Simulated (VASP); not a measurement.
CsBr under changes of volume

One of the cells (41.278 Å³/atom); the others are scaled copies at fixed shape and fractional positions:

```
Cs Br
1.0
     4.35427    0.00000    0.00000
     0.00000    4.35427    0.00000
     0.00000    0.00000    4.35427
Cs Br
1 1
Direct
  0.00000 0.00000 0.00000
  0.50000 0.50000 0.50000
```

The cell comes from a database or a generator and needn't be the stable form of this composition.

```yaml
Program: VASP 6.6.1
Functional: PBE
Potentials_or_basis: VASP PAW PBE potentials, release 64 (Cs_sv, Br)
Cutoff: 520 eV
k_mesh: 6 × 6 × 6
Occupations: fermi-dirac, width 0.05 eV
Spin: no spin polarisation
```

```tsv
volume (Å³/atom)	energy over the lowest point (meV/atom)	pressure (GPa)	gap on the mesh (eV)
38.040	?	?	?
38.850	13.78	1.3	4.57
39.659	7.89	1.0	4.49
41.278	1.18	0.4	4.33
42.087	0.00	0.1	4.26
42.896	0.07	-0.1	4.19
```

What does the run at 38.040 Å³/atom give?

Energy over the lowest point 21.65 meV/atom; pressure 1.8 GPa; gap on the mesh 4.65 eV.

Worked out: A Birch-Murnaghan fit of order 3 (a polynomial in V^(-2/3)) to the other rows has its minimum at 42.44 Å³/atom with B0 = V·E''(V) = 12.3 GPa and B' = 5.0. It gives 21.65 meV/atom at 38.040 Å³/atom, against the run's 21.65, and -dE/dV = 1.8 GPa, against 1.8. A straight line through the other rows of the gap, of slope -3.85 eV per unit of ln V, extrapolates to 4.65 eV, against the run's 4.65.

Energies are extrapolated to zero smearing.

Caveats: spin-orbit coupling is left out, which moves the levels of the heavy elements.

A mesh can miss the band edges.
